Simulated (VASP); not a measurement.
The system is TaN.

```
Ta N
1.0
     2.92177    0.00000    0.00000
    -1.46088    2.53033    0.00000
     0.00000    0.00000    5.91652
Ta N
2 2
Direct
  0.00000 0.00000 0.50000
  0.00000 0.00000 0.00000
  0.33333 0.66667 0.25000
  0.66667 0.33333 0.75000
```

The cell comes from a database or a generator and needn't be the stable form of this composition.

| Quantity | Value |
| --- | --- |
| Program | VASP 6.6.1 |
| Task | relaxation of cell and atoms |
| Functional | vdW-DF |
| Potentials or basis | VASP PAW PBE potentials, release 64 (Ta_pv, N) |
| Cutoff | 600 eV |
| k mesh | 10 × 10 × 5 |
| Occupations | fermi-dirac, width 0.05 eV |
| Spin | no spin polarisation |

At the start: pressure 9.0 GPa; volume 10.94 Å³/atom.

Problem. How do energy, volume and symmetry change on relaxing?

Solution. Over 7 steps the energy falls by 8.4 meV/atom and the volume is 11.24 Å³/atom (+2.7 %); space group P6_3/mmc (No. 194, to 0.05 Å).

Step by step:
```csv
step,energy change (eV),largest force (eV/Å),pressure (GPa),volume (Å³)
1,0.0000,0.0000,8.98,43.74
2,0.1145,0.0000,-15.97,47.74
3,-0.0336,0.0000,-0.16,44.99
4,-0.0336,0.0000,0.01,44.96
5,-0.0336,0.0000,0.18,44.93
6,-0.0337,0.0000,0.16,44.95
7,-0.0337,0.0000,0.18,44.94
```

Final structure:
```
Ta N
1.0
     2.94745    0.00000    0.00000
    -1.47373    2.55257    0.00000
     0.00000    0.00000    5.97354
Ta N
2 2
Direct
  0.00000 0.00000 0.50000
  0.00000 0.00000 0.00000
  0.33333 0.66667 0.25000
  0.66667 0.33333 0.75000
```

Caveat: the PAW data sets were made with another functional, which shifts forces and pressure a little.
